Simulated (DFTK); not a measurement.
## PtSe2 (Sudovikovite) under changes of volume

One of the cells (20.265 Å³/atom); the others are scaled copies at fixed shape and fractional positions:

```xyz
3
Lattice="3.7240 0.0000 0.0000 -1.8620 3.2251 0.0000 0.0000 0.0000 5.0620" Properties=species:S:1:pos:R:3 pbc="T T T"
Pt    0.0000    0.0000    0.0000
Se    1.8620    1.0750    3.7965
Se    0.0000    2.1501    1.2655
```

```yaml
Program: DFTK 0.8.2
Functional: AM05
Potentials_or_basis: SPMS 1.0 (PBE)
Cutoff: 816 eV
k_mesh: 5 × 5 × 3
Occupations: fermi-dirac, width 0.05 eV
Spin: no spin polarisation
```

```csv
volume (Å³/atom),energy over the lowest point (meV/atom),pressure (GPa),largest force (eV/Å)
19.049,45.80,10.8,0.903
19.455,22.53,7.2,0.599
19.860,?,?,?
20.265,0.54,1.2,0.066
20.671,0.00,-1.3,0.167
21.076,5.56,-3.5,0.381
21.481,16.43,-5.5,0.576
```

**Question.** What does the run at 19.860 Å³/atom give?

**Answer.** Energy over the lowest point 7.71 meV/atom; pressure 4.0 GPa; largest force 0.321 eV/Å.

Worked out: A Birch-Murnaghan fit of order 3 (a polynomial in V^(-2/3)) to the other rows has its minimum at 20.50 Å³/atom with B0 = V·E''(V) = 126 GPa and B' = 4.7 at fixed shape and positions, which overstates the stiffness. It gives 7.76 meV/atom at 19.860 Å³/atom, against the run's 7.71, and -dE/dV = 4.3 GPa, against 4.0.

Energies are extrapolated to zero smearing.

Caveats: all runs use coarse meshes; the potentials were made for another functional, which shifts forces and pressure.
